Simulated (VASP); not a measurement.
## CoSn: relaxation of cell and atoms with LDA

CoSn:

```xyz
6
Lattice="5.2460 0.0000 0.0000 -2.6230 4.5432 0.0000 0.0000 0.0000 4.1876" Properties=species:S:1:pos:R:3 pbc="T T T"
Co   -1.3115    2.2716    0.0000
Co    1.3115    2.2716    0.0000
Co    2.6230    0.0000    0.0000
Sn    2.6230    1.5144    2.0938
Sn    0.0000    3.0288    2.0938
Sn    0.0000    0.0000    0.0000
```

The cell is a database's computed one.

```yaml
Program: VASP 6.6.1
Task: relaxation of cell and atoms
Functional: LDA
Potentials_or_basis: VASP PAW LDA potentials, release 64 (Co, Sn_d)
Cutoff: 600 eV
k_mesh: 9 × 9 × 9
Occupations: methfessel-paxton, width 0.1 eV
Spin: no spin polarisation
Further_INCAR_settings: ALGO = Normal; EDIFF = 1e-06; IBRION = 2; EDIFFG = -0.01; NSW = 90; ISIF = 3
```

```
Relaxed volume                         : 15.95 Å³/atom
Relaxed cell                           : a = 5.177 Å, b = 5.177 Å, c = 4.124 Å, α = 90.00°, β = 90.00°, γ = 120.00°
Space group after relaxing (to 0.05 Å) : P6/mmm (No. 191)
Energy gained by relaxing              : 13.3 meV/atom
Ionic steps                            : 6
Pressure after relaxing                : 0.0 GPa
Band gap on the k mesh                 : none (metal or under the smearing width)
```

The path:
```tsv
step	energy change (eV)	largest force (eV/Å)	pressure (GPa)	volume (Å³)
1	0.0000	0.0000	-5.92	99.81
2	0.0351	0.0000	8.60	91.19
3	-0.0798	0.0000	-0.04	95.73
4	-0.0798	0.0000	0.09	95.65
5	-0.0799	0.0000	-0.11	95.76
6	-0.0799	0.0000	0.02	95.73
```

Final structure:
```cif
data_structure
_symmetry_space_group_name_H-M 'P 1'
_symmetry_Int_Tables_number 1
_cell_length_a 5.1772
_cell_length_b 5.1772
_cell_length_c 4.1241
_cell_angle_alpha 90.000
_cell_angle_beta 90.000
_cell_angle_gamma 120.000
_cell_volume 95.73
loop_
_atom_site_label
_atom_site_type_symbol
_atom_site_fract_x
_atom_site_fract_y
_atom_site_fract_z
_atom_site_occupancy
Co1 Co 0.00000 0.50000 0.00000 1
Co2 Co 0.50000 0.50000 0.00000 1
Co3 Co 0.50000 0.00000 0.00000 1
Sn1 Sn 0.66667 0.33333 0.50000 1
Sn2 Sn 0.33333 0.66667 0.50000 1
Sn3 Sn 0.00000 0.00000 0.00000 1
```

Levels at points of the mesh, in eV from the Fermi level:
| k point | band 32 | band 33 | band 34 | band 35 | band 36 | band 37 |
| --- | --- | --- | --- | --- | --- | --- |
| (0.00, 0.00, 0.00) | -0.45 | -0.43 | -0.43 | 0.54 | 0.73 | 1.48 |

Wall time 8.1 min on 2 MPI ranks on Intel(R) Xeon(R) 6975P-C (Granite Rapids), with other jobs on the host, peak memory 0.36 GiB a rank.

Spin polarisation is off, so any magnetic state and its effect on volume and gap are missing.
